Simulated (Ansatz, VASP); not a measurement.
## Sb2Au (Aurostibite) in two plane-wave programs

Aim: how closely do two programs agree when they are given the same cell, functional and k mesh? The cell is taken from a series of runs on this material, whose earlier steps may have relaxed, scaled, displaced or heated it; both programs get it as it stands.

Calculated with Ansatz 0.2.0; plane waves, with VASP 6.6.1 beside it; relaxation of cell and atoms at PBEsol.

### Step 1. The starting structure

It takes space group Pa-3 (No. 205, cubic). The conventional cell has a = 6.658 Å, b = 6.658 Å, c = 6.658 Å, α = 90.00°, β = 90.00°, γ = 90.00°. Nearest to Sb lie 3 Au at 2.76 Å and 1 Sb at 2.86 Å. Nearest to Au lie 6 Sb at 2.76 Å. Farther neighbours are not listed.

Coordinates:

```xyz
12
Lattice="6.6583 0.0000 0.0000 0.0000 6.6583 0.0000 0.0000 0.0000 6.6583" Properties=species:S:1:pos:R:3 pbc="T T T"
Sb    2.5035    2.5035    2.5035
Sb    0.8256    4.1548    5.8327
Sb    5.8327    0.8256    4.1548
Sb    4.1548    5.8327    0.8256
Sb    4.1548    4.1548    4.1548
Sb    5.8327    2.5035    0.8256
Sb    0.8256    5.8327    2.5035
Sb    2.5035    0.8256    5.8327
Au    0.0000    0.0000    0.0000
Au    3.3291    0.0000    3.3291
Au    3.3291    3.3291    0.0000
Au    0.0000    3.3291    3.3291
```

### Step 2. VASP: relaxation of cell and atoms, PBEsol

The relaxed volume is the usual yardstick between codes: in a stiff, nearly cubic crystal its relative difference is about their pressure difference at one cell divided by the bulk modulus.

Lines of VASP's logs that name or quote its potential files are left out, and so is its time.

The input, INCAR:

```
SYSTEM = Sb2Au
PREC = Accurate
ENCUT = 500
EDIFF = 1E-07
NELM = 120
ISMEAR = 0
SIGMA = 0.1
LREAL = .FALSE.
ALGO = Normal
GGA = PS
NBANDS = 54
LASPH = .TRUE.
LORBIT = 11
LWAVE = .FALSE.
LCHARG = .FALSE.
ISIF = 3
IBRION = 2
NSW = 80
EDIFFG = -0.005
GGA_COMPAT = .FALSE.
NELMIN = 4
KPAR = 2
```

The input, POSCAR:

```
Sb2Au
1.0
    6.6583000000      0.0000000000      0.0000000000
    0.0000000000      6.6583000000      0.0000000000
    0.0000000000      0.0000000000      6.6583000000
Sb Au
8 4
Direct
    0.3760000300      0.3760000300      0.3760000300
    0.1239999700      0.6239999700      0.8760000300
    0.8760000300      0.1239999700      0.6239999700
    0.6239999700      0.8760000300      0.1239999700
    0.6239999700      0.6239999700      0.6239999700
    0.8760000300      0.3760000300      0.1239999700
    0.1239999700      0.8760000300      0.3760000300
    0.3760000300      0.1239999700      0.8760000300
    0.0000000000      0.0000000000      0.0000000000
    0.5000000000      0.0000000000      0.5000000000
    0.5000000000      0.5000000000      0.0000000000
    0.0000000000      0.5000000000      0.5000000000
```

The input, KPOINTS:

```
Automatic mesh
0
Gamma
6 6 6
0 0 0
```

The projector-augmented-wave data sets are Sb and Au (PBE family, release 64).

Started as:

```sh
$ mpirun -np 2 vasp_std
```

Numbers of over 12 decimals in the logs are rounded to 6 here.

Output:

```text
[banner, memory and clock lines left out]
running    2 mpi-ranks, on    1 nodes
 distrk:  each k-point on    1 cores,    2 groups
 distr:  one band on    1 cores,    1 groups

 POSCAR found type information on POSCAR SbAu
 POSCAR found :  2 types and      12 ions
|                                                                             |
|               ----> ADVICE to this user running VASP <----                  |
|                                                                             |
|     You enforced a specific xc type in the INCAR file but a different       |
|     [... a line on the potential file left out ...]
|     I HOPE YOU KNOW WHAT YOU ARE DOING!                                     |
|                                                                             |

 LDA part: xc-table for (Slater+PW92), standard interpolation
 POSCAR, INCAR and KPOINTS ok, starting setup
 FFT: planning ... GRIDC
 FFT: planning ... GRID_SOFT
 FFT: planning ... GRID
 WAVECAR not read
 entering main loop
       N       E                     dE             d eps       ncg     rms          rms(c)
DAV:   1     0.504091708797E+03    0.50409E+03   -0.32193E+04  2592   0.129E+03
DAV:   2    -0.234151025828E+02   -0.52751E+03   -0.50509E+03  2956   0.242E+02
DAV:   3    -0.563345689621E+02   -0.32919E+02   -0.31952E+02  3090   0.626E+01
DAV:   4    -0.570360849019E+02   -0.70152E+00   -0.69615E+00  2990   0.933E+00
DAV:   5    -0.570466257321E+02   -0.10541E-01   -0.10537E-01  2984   0.130E+00    0.169E+01
DAV:   6    -0.536731148868E+02    0.33735E+01   -0.19777E+01  2778   0.266E+01    0.119E+01
DAV:   7    -0.534393877863E+02    0.23373E+00   -0.17856E+00  2742   0.740E+00    0.659E+00
DAV:   8    -0.533655060504E+02    0.73882E-01   -0.32864E-01  2832   0.233E+00    0.141E+00
DAV:   9    -0.533458385655E+02    0.19667E-01   -0.87260E-02  2836   0.182E+00    0.338E-01
DAV:  10    -0.533461760050E+02   -0.33744E-03   -0.51226E-03  2856   0.258E-01    0.686E-02
DAV:  11    -0.533461571711E+02    0.18834E-04   -0.14397E-04  3090   0.446E-02    0.297E-02
DAV:  12    -0.533461539251E+02    0.32460E-05   -0.15414E-05  2850   0.169E-02    0.185E-02
DAV:  13    -0.533461522834E+02    0.16416E-05   -0.34633E-06  2860   0.108E-02    0.574E-03
DAV:  14    -0.533461519646E+02    0.31884E-06   -0.13540E-06  2884   0.495E-03    0.106E-03
DAV:  15    -0.533461519250E+02    0.39584E-07   -0.60774E-08  1572   0.118E-03
   1 F= -.53346152E+02 E0= -.53331971E+02  d E =-.533462E+02
[...]
2 F= -.53352592E+02 E0= -.53337923E+02  d E =-.644022E-02
[...]
3 F= -.53354603E+02 E0= -.53340102E+02  d E =-.845111E-02
[...]
4 F= -.53358141E+02 E0= -.53343695E+02  d E =-.353779E-02
[...]
5 F= -.53358724E+02 E0= -.53344302E+02  d E =-.412080E-02
 curvature:  -0.90 expect dE=-0.414E-04 dE for cont linesearch -0.310E-05
 ZBRENT: interpolating
 opt :   1.5088  next Energy=   -53.358727 (dE=-0.412E-02)
 bond charge predicted
       N       E                     dE             d eps       ncg     rms          rms(c)
DAV:   1    -0.533587362494E+02   -0.12310E-04   -0.28384E-04  2604   0.763E-02    0.188E-02
DAV:   2    -0.533587291782E+02    0.70713E-05   -0.37820E-05  2808   0.369E-02    0.885E-03
DAV:   3    -0.533587287766E+02    0.40156E-06   -0.20158E-06  2848   0.601E-03    0.552E-03
DAV:   4    -0.533587282749E+02    0.50165E-06   -0.60127E-07  2698   0.264E-03    0.158E-03
DAV:   5    -0.533587281186E+02    0.15638E-06   -0.11537E-07  1356   0.173E-03    0.856E-04
DAV:   6    -0.533587280935E+02    0.25021E-07   -0.12916E-08  1314   0.500E-04
   6 F= -.53358728E+02 E0= -.53344305E+02  d E =-.412506E-02
 curvature:  -0.92 expect dE=-0.274E-04 dE for cont linesearch -0.207E-13
 trial: gam= 0.03559 g(F)=  0.242E-05 g(S)=  0.274E-04 ort =-0.123E-07 (trialstep = 0.105E+01)
 search vector abs. value=  0.383E-04
 reached required accuracy - stopping structural energy minimisation
```

Parts of OUTCAR (step 2):

```text
ion  position               nearest neighbor table
   1  0.376  0.376  0.376-  11 2.76  10 2.76  12 2.76   5 2.86   6 3.73   7 3.73   8 3.73   8 3.73
                             7 3.73   6 3.73
   2  0.124  0.624  0.876-  12 2.76  11 2.76   9 2.76   6 2.86   5 3.73   7 3.73   8 3.73   7 3.73
                             8 3.73   5 3.73
   3  0.876  0.124  0.624-   9 2.76  10 2.76  12 2.76   7 2.86   6 3.73   5 3.73   8 3.73   6 3.73
                             5 3.73   8 3.73
   4  0.624  0.876  0.124-  10 2.76   9 2.76  11 2.76   8 2.86   6 3.73   7 3.73   5 3.73   5 3.73
                             6 3.73   7 3.73
   5  0.624  0.624  0.624-  11 2.76  10 2.76  12 2.76   1 2.86   2 3.73   3 3.73   4 3.73   4 3.73
                             3 3.73   2 3.73
   6  0.876  0.376  0.124-  12 2.76  11 2.76   9 2.76   2 2.86   1 3.73   3 3.73   4 3.73   3 3.73
                             4 3.73   1 3.73
   7  0.124  0.876  0.376-   9 2.76  10 2.76  12 2.76   3 2.86   2 3.73   1 3.73   4 3.73   2 3.73
                             1 3.73   4 3.73
   8  0.376  0.124  0.876-  10 2.76   9 2.76  11 2.76   4 2.86   2 3.73   3 3.73   1 3.73   1 3.73
                             2 3.73   3 3.73
   9  0.000  0.000  0.000-   3 2.76   7 2.76   4 2.76   6 2.76   2 2.76   8 2.76
  10  0.500  0.000  0.500-   4 2.76   8 2.76   1 2.76   5 2.76   7 2.76   3 2.76
  11  0.500  0.500  0.000-   1 2.76   5 2.76   4 2.76   2 2.76   6 2.76   8 2.76
  12  0.000  0.500  0.500-   2 2.76   6 2.76   3 2.76   5 2.76   1 2.76   7 2.76

  LATTYP: Found a simple cubic cell.
 ALAT       =     6.6583000000

 Subroutine GETGRP returns: Found 24 space group operations
 (whereof  6 operations were pure point group operations)

The static configuration has the point symmetry S_6 .
 The point group associated with its full space group is T_h .

 Found     24 irreducible k-points:

   k-points           NKPTS =     24   k-points in BZ     NKDIM =     24   number of bands    NBANDS=     54

   dimension x,y,z NGX =    50 NGY =   50 NGZ =   50
   dimension x,y,z NGXF=   100 NGYF=  100 NGZF=  100

   ENCUT  =  500.0 eV  36.75 Ry    6.06 a.u.  12.14 12.14 12.14*2*pi/ulx,y,z

   NELECT =      84.0000    total number of electrons

 k-points in reciprocal lattice and weights: Automatic mesh
   0.00000000  0.00000000  0.00000000       0.005
   0.16666667  0.00000000  0.00000000       0.028
   0.33333333  0.00000000  0.00000000       0.028
   0.50000000  0.00000000  0.00000000       0.014
   0.16666667  0.16666667  0.00000000       0.056
   0.33333333  0.16666667  0.00000000       0.056
  -0.16666667  0.33333333  0.00000000       0.056
   0.50000000  0.16666667  0.00000000       0.028
  -0.16666667  0.50000000  0.00000000       0.028
[...]
0.50000000  0.50000000  0.33333333       0.028
   0.50000000  0.50000000  0.50000000       0.005

 average (electrostatic) potential at core
       1 -84.6448       2 -84.6448       3 -84.6448       4 -84.6448       5 -84.6448
       6 -84.6448       7 -84.6448       8 -84.6448       9 -66.4132      10 -66.4132
      11 -66.4132      12 -66.4132

 E-fermi :   8.0947

 k-point     1 :       0.0000    0.0000    0.0000
  band No.  band energies     occupation
    ...
     39       6.6545      2.00000
     40       6.6545      2.00000
     41       7.1652      2.00000
     42       7.1652      2.00000
     43       7.1652      2.00000
     44       8.8014      0.00000
     45      10.0202      0.00000
     46      10.0202      0.00000
     47      10.0202      0.00000
     48      11.0178      0.00000
    ...

 k-point     2 :       0.1667    0.0000    0.0000
  band No.  band energies     occupation
    ...
     39       6.8880      2.00000
     40       6.8980      2.00000
     41       6.9293      2.00000
     42       7.2184      2.00000
     43       7.6283      2.00000
     44       8.7084      0.00000
     45       9.9785      0.00000
     46      10.1568      0.00000
     47      10.2399      0.00000
     48      10.2972      0.00000
    ...

 k-point     3 :       0.3333    0.0000    0.0000
  band No.  band energies     occupation
    ...
     39       6.6512      2.00000
     40       7.2169      2.00000
     41       7.3607      2.00000
     42       7.4730      2.00000
     43       7.6482      2.00000
     44       8.8156      0.00000
     45       9.4270      0.00000
     46       9.9652      0.00000
     47      10.4663      0.00000
     48      10.5156      0.00000
    ...

  Total        0.0476734      0.0476734      0.0476734     -0.0000000      0.0000000      0.0000000
  in kB        0.2574905      0.2574905      0.2574905     -0.0000000      0.0000000      0.0000000
  external PRESSURE =       0.2574905 kB  Pullay stress =       0.0000000 kB

  energy-cutoff  :      500.00
  volume of cell :      296.64
      direct lattice vectors                 reciprocal lattice vectors
     6.669221621  0.000000000 -0.000000000     0.149942536 -0.000000000  0.000000000
     0.000000000  6.669221621 -0.000000000    -0.000000000  0.149942536 -0.000000000
    -0.000000000  0.000000000  6.669221621     0.000000000  0.000000000  0.149942536

 POSITION                                       TOTAL-FORCE (eV/Angst)
 -----------------------------------------------------------------------------------
      2.49915      2.49915      2.49915        -0.001446     -0.001446     -0.001446
      0.83546      4.17007      5.83376         0.001446      0.001446     -0.001446
      5.83376      0.83546      4.17007        -0.001446      0.001446      0.001446
      4.17007      5.83376      0.83546         0.001446     -0.001446      0.001446
      4.17007      4.17007      4.17007         0.001446      0.001446      0.001446
      5.83376      2.49915      0.83546        -0.001446     -0.001446      0.001446
      0.83546      5.83376      2.49915         0.001446     -0.001446     -0.001446
      2.49915      0.83546      5.83376        -0.001446      0.001446     -0.001446
      0.00000      0.00000     -0.00000         0.000000     -0.000000      0.000000
      3.33461      0.00000      3.33461         0.000000     -0.000000      0.000000
      3.33461      3.33461     -0.00000         0.000000     -0.000000      0.000000
      0.00000      3.33461      3.33461         0.000000     -0.000000      0.000000
 -----------------------------------------------------------------------------------
    total drift:                                0.000000     -0.000000     -0.000000

  FREE ENERGIE OF THE ION-ELECTRON SYSTEM (eV)
  ---------------------------------------------------
  free  energy   TOTEN  =       -53.3587280935 eV

  energy  without entropy=      -53.3298812196  energy(sigma->0) =      -53.34430466

 reached required accuracy - stopping structural energy minimisation

 total charge
# of ion       s       p       d       tot
------------------------------------------
    1        1.197   1.141   0.044   2.382
    2        1.197   1.141   0.044   2.382
    3        1.197   1.141   0.044   2.382
    4        1.197   1.141   0.044   2.382
    5        1.197   1.141   0.044   2.382
    6        1.197   1.141   0.044   2.382
    7        1.197   1.141   0.044   2.382
    8        1.197   1.141   0.044   2.382
    9        0.646   0.493   8.623   9.762
   10        0.646   0.493   8.623   9.762
   11        0.646   0.493   8.623   9.762
   12        0.646   0.493   8.623   9.762
--------------------------------------------------
tot         12.159  11.103  34.848  58.110

[... 3 further parts left out ...]
```

(Continued in part 2 of 2.)

[Lines on the potential files, build, host, timing and source positions are cut from VASP's logs without a mark.]

[Logs are printed without paths, hosts, clocks, repeated set-up lines and the standing remarks that a program may print on its own settings, such as how far it seeks lower states.]

[Hosts, paths, dates, database ids (printed as entryN), source tags and the programs' standing remarks are cut or masked in the printed files.]
